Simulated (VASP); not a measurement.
# La: convergence, self-consistent run

La, Im-3m (no. 229), 1 atom in the cell. PBE, spin-orbit coupling; PAW potentials La (PBE set). VASP 6.6.1.

Wanted: energy within 0.2 meV/atom; Fermi level within 0.005 eV.

What the run is for: comparing ways to start; Accuracy asked: tight.

POSCAR:
```
La
1.0
   -2.1238310710      2.1238310710      2.1238310710
    2.1238310710     -2.1238310710      2.1238310710
    2.1238310710      2.1238310710     -2.1238310710
La
1
Direct
    0.0000000000      0.0000000000      0.0000000000
```

## How the run starts (with a second run first, the time holds both)

| How the run starts (with a second run first, the time holds both) | Energy less reference (meV/atom) | Fermi level (eV) | Time (s) |
|---|---|---|---|
| from scratch: 13 SCF iterations | 0.00 | 7.5580 | 46 |
| density without spin-orbit coupling (CHGCAR): 14 + 11 SCF iterations | 0.00 | 7.5581 | 51 |

## Question

For each series: keep the first row unless others stay within the tolerance and take at least 30 % less time, and then take the fastest.

## Answer

- How the run starts (with a second run first, the time holds both): from scratch: 13 SCF iterations

The chosen settings are those of the reference run.

## The input

INCAR:
```
SYSTEM = La
GGA = PE ; LSORBIT = .True.
MAGMOM = 0 0 0 ; LORBIT = 11
ISMEAR = 1 ; SIGMA = 0.1
LWAVE = .False. ; LCHARG = .False.
ISIF = 2 ; PREC = Accurate
LASPH = .True. ; LREAL = .False.
ALGO = Normal ; EDIFF = 1E-6
NELM = 200 ; GGA_COMPAT = .False.
ENCUT = 400 ; LMAXMIX = 6
```

KPOINTS:
```
k-points
0
Gamma
  11 11 11
```

Commands:
```
cat potpaw_PBE.64/La/POTCAR > POTCAR
mpirun -np 1 vasp_ncl > vasp.out
```

The chosen input took VASP 6.6.1 46 s on 1 core (Intel Xeon Platinum 8259CL @ 2.50GHz (Skylake/Cascade Lake)), a shared host.

## An input that fails: restart asked without its files

VASP's message: ERROR: charge density could not be read from file CHGCAR for ICHARG>10.

Changes against the starting input:
```
- NELM = 200
+ NELM = 60
+ ICHARG = 11
```
